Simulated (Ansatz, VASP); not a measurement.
NbAs: VASP beside Ansatz

```
Nb As
1.0
     0.00000    2.68933    2.68933
     2.68933    0.00000    2.68933
     2.68933    2.68933    0.00000
Nb As
1 1
Direct
  0.00000 0.00000 0.00000
  0.50000 0.50000 0.50000
```

Change from the starting cell: volume scaled by 1.06.

Alike in both runs: task single point; functional PBE; k mesh 11 × 11 × 11; occupations fermi-dirac, width 0.05 eV; no spin polarisation.

```csv
,VASP,Ansatz
version,VASP 6.6.1,Ansatz 0.2.0
potentials or method,"VASP PAW PBE potentials, release 64 (Nb_sv, As), cutoff 520 eV","all-electron LAPW, scalar-relativistic"
```

```tsv
	VASP	Ansatz	Ansatz less VASP
pressure (GPa)	-7.4	-7.4	-0.01
```

Ansatz ran all-electron here, so the differences hold the error of VASP's frozen core and of both bases.
